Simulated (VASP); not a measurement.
# BeH8 (F-43m) in VASP: a series of runs

Runs on BeH8. Level: PBE. Tasks: single point, relaxation of cell and atoms.

Everything below comes from runs of VASP 6.6.1. Logs are shortened: lines on timing, memory, paths and dates and some standing lists are left out, and cuts for length are marked.

## Step 1: The cell of the first run

The structure is cubic, space group F-43m (No. 216). The conventional cell has a = 5.616 Å, b = 5.616 Å, c = 5.616 Å, α = 90.00°, β = 90.00°, γ = 90.00°. Be (site symmetry -43m) is surrounded by 6 H at 1.45 Å. H (site symmetry 2mm) has 1 H at 1.36 Å and 1 Be at 1.45 Å as nearest neighbours. Around H (site symmetry -43m) lie 12 H at 1.99 Å. H (site symmetry -43m) has 6 H at 1.36 Å as nearest neighbours.

The cell was built by a generator and needn't be a form met in nature.

## Step 2: Single point, PBE (random cell by space group and Wyckoff sites (F-43m, No. 216))

Input file INCAR:

```
SYSTEM = BeH8
ALGO = Normal
EDIFF = 1E-7
ENCUT = 520
GGA = PE
ISIF = 2
ISMEAR = 0
LASPH = .TRUE.
LCHARG = .TRUE.
LELF = .TRUE.
LREAL = .FALSE.
LVHAR = .TRUE.
LWAVE = .FALSE.
NBANDS = 15
NELM = 60
PREC = Accurate
SIGMA = 0.1
```

Input file KPOINTS:

```
k-points
0
G
  6 6 6
  0 0 0
```

Input file POSCAR:

```
BeH8
1.0
    0.0000000000      2.8078715571      2.8078715571
    2.8078715571      0.0000000000      2.8078715571
    2.8078715571      2.8078715571      0.0000000000
Be H
1 8
Direct
    0.0000000000      0.0000000000      0.0000000000
    0.7425631413      0.2574368587      0.2574368587
    0.2574368587      0.7425631413      0.7425631413
    0.2574368587      0.7425631413      0.2574368587
    0.7425631413      0.2574368587      0.7425631413
    0.2574368587      0.2574368587      0.7425631413
    0.7425631413      0.7425631413      0.2574368587
    0.2500000000      0.2500000000      0.2500000000
    0.5000000000      0.5000000000      0.5000000000
```

Potentials or basis: VASP PAW PBE potentials, release 64 (Be, H).

Launch:

```
$ cat potpaw_PBE.64/Be/POTCAR potpaw_PBE.64/H/POTCAR > POTCAR
$ mpirun -np 1 vasp_std > vasp.out
```

OUTCAR:

```text
SYSTEM = BeH8
   EDIFF = 1E-7
   ENCUT = 520
   GGA = PE
   ISIF = 2
   ISMEAR = 0
   LASPH = .TRUE.
   LREAL = .FALSE.
   NELM = 60
   PREC = Accurate

 ion  position               nearest neighbor table
   1  0.000  0.000  0.000-   2 1.45   3 1.45   4 1.45   5 1.45   6 1.45   7 1.45
   2  0.743  0.257  0.257-   1 1.45
   3  0.257  0.743  0.743-   1 1.45
   4  0.257  0.743  0.257-   1 1.45
   5  0.743  0.257  0.743-   1 1.45
   6  0.257  0.257  0.743-   1 1.45
   7  0.743  0.743  0.257-   1 1.45
   8  0.250  0.250  0.250-
   9  0.500  0.500  0.500-

  LATTYP: Found a face centered cubic cell.
 ALAT       =     5.6157431142

  Lattice vectors:

 A1 = (   0.0000000000,   2.8078715571,   2.8078715571)
 A2 = (   2.8078715571,   0.0000000000,   2.8078715571)
 A3 = (   2.8078715571,   2.8078715571,   0.0000000000)

Analysis of symmetry for initial positions (statically):
=====================================================================
 Subroutine PRICEL returns:
 Original cell was already a primitive cell.

 Routine SETGRP: Setting up the symmetry group for a
 face centered cubic supercell.

 Subroutine GETGRP returns: Found 24 space group operations
 (whereof 24 operations were pure point group operations)
 out of a pool of 48 trial point group operations.

The static configuration has the point symmetry T_d .

Analysis of symmetry for dynamics (positions and initial velocities):
=====================================================================
 Subroutine PRICEL returns:
 Original cell was already a primitive cell.

 Routine SETGRP: Setting up the symmetry group for a
 face centered cubic supercell.

 Subroutine GETGRP returns: Found 24 space group operations
 (whereof 24 operations were pure point group operations)
 out of a pool of 48 trial point group operations.

The dynamic configuration has the point symmetry T_d .

 Subroutine INISYM returns: Found 24 space group operations
 (whereof 24 operations are pure point group operations),
 and found     1 'primitive' translations

----------------------------------------------------------------------------------------

                                     Primitive cell

  volume of cell :      44.2753

  direct lattice vectors                    reciprocal lattice vectors
     0.000000000  2.807871557  2.807871557    -0.178070823  0.178070823  0.178070823
     2.807871557  0.000000000  2.807871557     0.178070823 -0.178070823  0.178070823
     2.807871557  2.807871557  0.000000000     0.178070823  0.178070823 -0.178070823

  length of vectors
     3.970930037  3.970930037  3.970930037     0.308427713  0.308427713  0.308427713

  position of ions in fractional coordinates (direct lattice)
     0.000000000  0.000000000  0.000000000
     0.742563141  0.257436859  0.257436859
     0.257436859  0.742563141  0.742563141
     0.257436859  0.742563141  0.257436859
     0.742563141  0.257436859  0.742563141
     0.257436859  0.257436859  0.742563141
     0.742563141  0.742563141  0.257436859
     0.250000000  0.250000000  0.250000000
     0.500000000  0.500000000  0.500000000

  ion indices of the primitive-cell ions
   primitive index   ion index
                 1           1
                 2           2
                 3           3
                 4           4
                 5           5
                 6           6
                 7           7
                 8           8
                 9           9

----------------------------------------------------------------------------------------

 KPOINTS: k-points

Automatic generation of k-mesh.
 Grid dimensions read from file:
 generate k-points for:    6    6    6

 Generating k-lattice:

  Cartesian coordinates                     Fractional coordinates (reciprocal lattice)
    -0.029678471  0.029678471  0.029678471     0.166666667  0.000000000  0.000000000
     0.029678471 -0.029678471  0.029678471     0.000000000  0.166666667  0.000000000
     0.029678471  0.029678471 -0.029678471     0.000000000  0.000000000  0.166666667

  Length of vectors
     0.051404619  0.051404619  0.051404619

  Shift w.r.t. Gamma in fractional coordinates (k-lattice)
     0.000000000  0.000000000  0.000000000

 Subroutine IBZKPT returns following result:
 ===========================================

 Found     16 irreducible k-points:

 Following reciprocal coordinates:
            Coordinates               Weight
  0.000000  0.000000  0.000000      1.000000
  0.166667  0.000000  0.000000      8.000000
  0.333333  0.000000  0.000000      8.000000
  0.500000  0.000000  0.000000      4.000000
  0.166667  0.166667  0.000000      6.000000
  0.333333  0.166667  0.000000     24.000000
[... 8 lines left out ...]
 -0.333333  0.333333  0.166667     24.000000
 -0.333333  0.500000  0.166667     12.000000
   k-points           NKPTS =     16   k-points in BZ     NKDIM =     16   number of bands    NBANDS=     15
   number of dos      NEDOS =    301   number of ions     NIONS =      9
   total plane-waves  NPLWV =  27000
   dimension x,y,z NGX =    30 NGY =   30 NGZ =   30
   dimension x,y,z NGXF=    60 NGYF=   60 NGZF=   60
   ions per type =               1   8
   NGX,Y,Z   is equivalent  to a cutoff of  12.56, 12.56, 12.56 a.u.
   NGXF,Y,Z  is equivalent  to a cutoff of  25.12, 25.12, 25.12 a.u.
 SYSTEM =  BeH8
   PREC   = accura    normal or accurate (medium, high low for compatibility)
   ISTART =      0    job   : 0-new  1-cont  2-samecut
   ICHARG =      2    charge: 1-file 2-atom 10-const
   ISPIN  =      1    spin polarized calculation?
   LNONCOLLINEAR =      F non collinear calculations
   LSORBIT =      F    spin-orbit coupling
   LASPH  =      T    aspherical Exc in radial PAW
   ENCUT  =  520.0 eV  38.22 Ry    6.18 a.u.   7.38  7.38  7.38*2*pi/ulx,y,z
   NELM   =     60;   NELMIN=  2; NELMDL= -5     # of ELM steps
   EDIFF  = 0.1E-06   stopping-criterion for ELM
   LREAL  =      F    real-space projection
   EDIFFG = 0.1E-05   stopping-criterion for IOM
   NSW    =      0    number of steps for IOM
   IBRION =     -1    ionic relax: 0-MD 1-quasi-New 2-CG
   NFREE  =      0    steps in history (QN), initial steepest desc. (CG)
   ISIF   =      2    stress and relaxation
   ISYM   =      2    0-nonsym 1-usesym 2-fastsym
   POTIM  = 0.5000    time-step for ionic-motion
   TEBEG  =    0.0;   TEEND  =   0.0 temperature during run
   PSTRESS=    0.0 pullay stress
   NELECT =      10.0000    total number of electrons
   NUPDOWN=      -1.0000    fix difference up-down
   EMIN   =  10.00;   EMAX   =-10.00  energy-range for DOS
   EFERMI =   0.00;   METHOD = LEGACY
   ISMEAR =     0;   SIGMA  =   0.10  broadening in eV -4-tet -1-fermi 0-gaus
   EFERMI_NEDOS =   21; number of points for ismear=-14 and -15
   IALGO  =     38    algorithm
   IMIX   =      4    mixing-type and parameters
     AMIX     =   0.40;   BMIX     =  1.00
     AMIX_MAG =   1.60;   BMIX_MAG =  1.00
  volume/ion in A,a.u.               =       4.92        33.20
  Fermi-wavevector in a.u.,A,eV,Ry     =   0.996983  1.884024 13.523842  0.993974
  Thomas-Fermi vector in A             =   2.129108
   LORBIT       =      0    0 simple, 1 ext, 2 COOP (PROOUT), +10 PAW based schemes
   GGA     = PE    functional components
   LHFCALC =     F    Hartree Fock is set to
   AEXX    =    0.0000 exact exchange contribution
   IVDW    =     0    specifies the selected vdW correction
   LEPSILON=     F    determine dielectric tensor
   LRPA    =     F    only Hartree local field effects (RPA)
 non-spin polarized calculation
 Gauss-broadening in eV      SIGMA  =   0.10
  energy-cutoff  :      520.00
  volume of cell :       44.28
 maximum number of plane-waves:      1243
 NGX is ok and might be reduce to    30
   NGX = 15   NGY = 15   NGZ = 15

 number of electron      10.0000002 magnetization

 Free energy of the ion-electron system (eV)
  ---------------------------------------------------
  ext. energy  EPLUGINS =         0.00000000
  ---------------------------------------------------
  free energy    TOTEN  =       -22.33817217 eV

  energy without entropy =      -22.33561616  energy(sigma->0) =      -22.33689417

 E-fermi :   0.1563     XC(G=0):  -9.3241

 val. band max:        0.0861069115   @ k =   0.1667   0.0000   0.0000
 cond. band min:       0.2264951811   @ k =   0.5000   0.0000   0.0000
 fundamental gap:      0.1403882697
 Fermi energy:         0.1563193633

 k-point     1 :       0.0000    0.0000    0.0000
  band No.  band energies     occupation
      1     -11.3221      2.00000
      2      -1.8739      2.00000
      3      -1.8739      2.00000
      4      -1.8739      2.00000
      5      -0.2388      2.00000
      6       2.7306      0.00000
      7       3.2712      0.00000
      8       3.2712      0.00000
      9       8.0401      0.00000
     10       8.0401      0.00000
     11       8.0401      0.00000
     12       9.6172      0.00000
     13       9.6172      0.00000
     14       9.6172      0.00000
     15      13.3597      0.00000

 k-point     2 :       0.1667    0.0000    0.0000
  band No.  band energies     occupation
      1     -10.9973      2.00000
      2      -3.4388      2.00000
      3      -1.7860      2.00000
      4      -1.7860      2.00000
      5       0.0861      1.67927
      6       2.3800      0.00000
      7       2.3800      0.00000
      8       2.8849      0.00000
      9       8.7737      0.00000
     10       8.7737      0.00000
     11       9.0561      0.00000
     12      10.0010      0.00000
     13      10.9899      0.00000
     14      10.9899      0.00000
     15      14.6733      0.00000

 k-point     3 :       0.3333    0.0000    0.0000
  band No.  band energies     occupation
      1     -10.0729      2.00000
      2      -5.7717      2.00000
      3      -1.4937      2.00000
      4      -1.4937      2.00000
      5      -0.2168      2.00000
      6       0.9674      0.00000
      7       0.9674      0.00000
      8       3.5637      0.00000
      9       9.1304      0.00000
     10      10.6160      0.00000
     11      10.6160      0.00000
     12      13.1074      0.00000
     13      13.8410      0.00000
     14      13.8410      0.00000
     15      17.3050      0.00000
[... 199 lines left out ...]
 k-point    15 :      -0.3333    0.3333    0.1667
  band No.  band energies     occupation
      1      -8.4533      2.00000
      2      -6.4858      2.00000
      3      -4.4721      2.00000
      4      -3.4681      2.00000
      5      -0.3297      2.00000
      6       1.3149      0.00000
      7       2.1612      0.00000
      8       6.3218      0.00000
      9       9.0164      0.00000
     10      11.7415      0.00000
     11      13.7524      0.00000
     12      14.0856      0.00000
     13      14.3368      0.00000
     14      15.2214      0.00000
     15      17.3152      0.00000

 k-point    16 :      -0.3333    0.5000    0.1667
  band No.  band energies     occupation
      1      -8.1575      2.00000
      2      -5.7787      2.00000
      3      -5.4415      2.00000
      4      -3.9630      2.00000
      5      -1.0247      2.00000
      6       1.5377      0.00000
      7       2.6062      0.00000
      8       7.6852      0.00000
      9       8.9652      0.00000
     10      12.1831      0.00000
     11      13.2321      0.00000
     12      13.7248      0.00000
     13      15.0645      0.00000
     14      15.9576      0.00000
     15      16.7899      0.00000

------------------------ aborting loop because EDIFF is reached ----------------------------------------

  FORCE on cell =-STRESS in cart. coord.  units (eV):
  Direction    XX          YY          ZZ          XY          YZ          ZX
  --------------------------------------------------------------------------------------
  -------------------------------------------------------------------------------------
  Total       -0.1383269     -0.1383269     -0.1383269      0.0000000      0.0000000      0.0000000
  in kB       -5.0055943     -5.0055943     -5.0055943      0.0000000      0.0000000      0.0000000
  external PRESSURE =      -5.0055943 kB  Pullay stress =       0.0000000 kB

 VOLUME and BASIS-vectors are now :
 -----------------------------------------------------------------------------
  energy-cutoff  :      520.00
  volume of cell :       44.28
      direct lattice vectors                 reciprocal lattice vectors
     0.000000000  2.807871557  2.807871557    -0.178070823  0.178070823  0.178070823
     2.807871557  0.000000000  2.807871557     0.178070823 -0.178070823  0.178070823
     2.807871557  2.807871557  0.000000000     0.178070823  0.178070823 -0.178070823

 POSITION                                       TOTAL-FORCE (eV/Angst)
 -----------------------------------------------------------------------------------
      0.00000      0.00000      0.00000         0.000000      0.000000      0.000000
      1.44570      2.80787      2.80787         0.009155      0.000000      0.000000
      4.17004      2.80787      2.80787        -0.009155      0.000000      0.000000
      2.80787      1.44570      2.80787        -0.000000      0.009155      0.000000
      2.80787      4.17004      2.80787        -0.000000     -0.009155      0.000000
      2.80787      2.80787      1.44570        -0.000000      0.000000      0.009155
      2.80787      2.80787      4.17004        -0.000000      0.000000     -0.009155
      1.40394      1.40394      1.40394        -0.000000      0.000000      0.000000
      2.80787      2.80787      2.80787         0.000000      0.000000      0.000000
 -----------------------------------------------------------------------------------
    total drift:                               -0.000000     -0.000000     -0.000000

  FREE ENERGIE OF THE ION-ELECTRON SYSTEM (eV)
  ---------------------------------------------------
  free  energy   TOTEN  =       -22.3381721675 eV

  energy  without entropy=      -22.3356161628  energy(sigma->0) =      -22.33689417
```

Wall time 9.7 s (1 thread of AMD EPYC 9R45 (Zen 5), shared host); peak memory 0.13 GiB.

What came out:

```yaml
Free_energy: -22.3382 eV
Pressure: -0.5 GPa
Largest_force: 0.009 eV/Å
Band_gap_on_the_k_mesh: 0.14 eV, indirect (least direct gap 0.64 eV)
```

Forces in eV/Å, atoms in the order of the input:
```
Be   0.000  0.000  0.000
H    0.009  0.000  0.000
H   -0.009  0.000  0.000
H    0.000  0.009  0.000
H    0.000 -0.009  0.000
H    0.000  0.000  0.009
H    0.000  0.000 -0.009
H    0.000  0.000  0.000
H    0.000  0.000  0.000
```

A k mesh can miss the band edges.

## Step 3: Relaxation of cell and atoms, PBE (random cell by space group and Wyckoff sites (F-43m, No. 216))

Input file INCAR:

```
  PREC = Accurate
  ENCUT = 600
  EDIFF = 1E-7
  ISMEAR = 0
  SIGMA = 0.1
  LREAL = F
  LASPH = T
  NELM = 100
  ALGO = Normal
  ISIF = 3
  LWAVE = F
  LCHARG = F
  GGA = PE
  IBRION = 2
  NSW = 90
  EDIFFG = -0.04
```

Input file KPOINTS:

```
regular mesh
0
Gamma
  6 6 6
```

Input file POSCAR:

```
BeH8
1.0
    0.0000000000      3.1979440000      3.1979440000
    3.1979440000      0.0000000000      3.1979440000
    3.1979440000      3.1979440000      0.0000000000
Be H
1 8
Direct
    0.0000000000      0.0000000000      0.0000000000
    0.7968969200      0.2031030800      0.2031030800
    0.2031030800      0.7968969200      0.7968969200
    0.2031030800      0.7968969200      0.2031030800
    0.7968969200      0.2031030800      0.7968969200
    0.2031030800      0.2031030800      0.7968969200
    0.7968969200      0.7968969200      0.2031030800
    0.2500000000      0.2500000000      0.2500000000
    0.5000000000      0.5000000000      0.5000000000
```

Potentials or basis: VASP PAW PBE potentials, release 64 (Be, H).

Launch:

```
$ cat potpaw_PBE.64/Be/POTCAR potpaw_PBE.64/H/POTCAR > POTCAR
$ mpirun -np 1 vasp_std > vasp.out
```

Wall time 66 s (1 thread of AMD EPYC 9R45 (Zen 5), shared host); peak memory 0.18 GiB.

The run converged. Its results:

- Free energy: -22.3412 eV
- Relaxed volume: 4.96 Å³/atom
- Relaxed cell: a = 3.982 Å, b = 3.982 Å, c = 3.982 Å, α = 60.00°, β = 60.00°, γ = 60.00°
- Space group after relaxing (to 0.05 Å): F-43m (No. 216)
- Energy gained by relaxing: 231.1 meV/atom
- Ionic steps: 9
- Pressure after relaxing: -0.8 GPa
- Largest force after relaxing: 0.010 eV/Å
- Band gap on the k mesh: 0.14 eV, indirect (least direct gap 0.63 eV)

Forces in eV/Å, atoms in the order of the input:
```
Be   0.000  0.000  0.000
H   -0.010  0.000  0.000
H    0.010  0.000  0.000
H    0.000 -0.010  0.000
H    0.000  0.010  0.000
H    0.000  0.000 -0.010
H    0.000  0.000  0.010
H    0.000  0.000  0.000
H    0.000  0.000  0.000
```

The path:
| step | energy change (eV) | largest force (eV/Å) | pressure (GPa) | volume (Å³) |
| --- | --- | --- | --- | --- |
| 1 | 0.0000 | 1.7897 | 1.09 | 65.41 |
| 2 | -0.6759 | 0.8958 | -5.07 | 65.88 |
| 3 | -0.9376 | 0.1363 | -12.12 | 66.73 |
| 4 | -0.9607 | 0.0163 | -11.12 | 66.57 |
| 5 | -1.3696 | 0.0131 | -10.68 | 60.61 |
| 6 | -2.0309 | 0.3409 | -2.46 | 44.88 |
| 7 | -2.0303 | 0.3031 | -3.58 | 45.91 |
| 8 | -2.0317 | 0.3169 | -3.20 | 45.55 |
| 9 | -2.0801 | 0.0103 | -0.85 | 44.65 |

Final structure:
```
Be H
1.0
     0.00000    2.81586    2.81586
     2.81586    0.00000    2.81586
     2.81586    2.81586    0.00000
Be H
1 8
Direct
  0.00000 0.00000 0.00000
  0.74242 0.25758 0.25758
  0.25758 0.74242 0.74242
  0.25758 0.74242 0.25758
  0.74242 0.25758 0.74242
  0.25758 0.25758 0.74242
  0.74242 0.74242 0.25758
  0.25000 0.25000 0.25000
  0.50000 0.50000 0.50000
```

Levels at points of the mesh, in eV from the valence-band top:
| k point | band 3 | band 4 | band 5 | band 6 | band 7 | band 8 |
| --- | --- | --- | --- | --- | --- | --- |
| (0.00, 0.00, 0.00) | -1.94 | -1.94 | -0.33 | 2.62 | 3.16 | 3.16 |
| (0.50, 0.00, 0.00) | -1.26 | -1.26 | -0.49 | 0.14 | 0.14 | 3.75 |
| (0.50, 0.50, 0.00) | -4.10 | -3.37 | -3.37 | 0.61 | 4.08 | 8.35 |

Caveat: the volume moved by over 15 % at a fixed basis, so the end points are rough. A k mesh can miss the band edges.
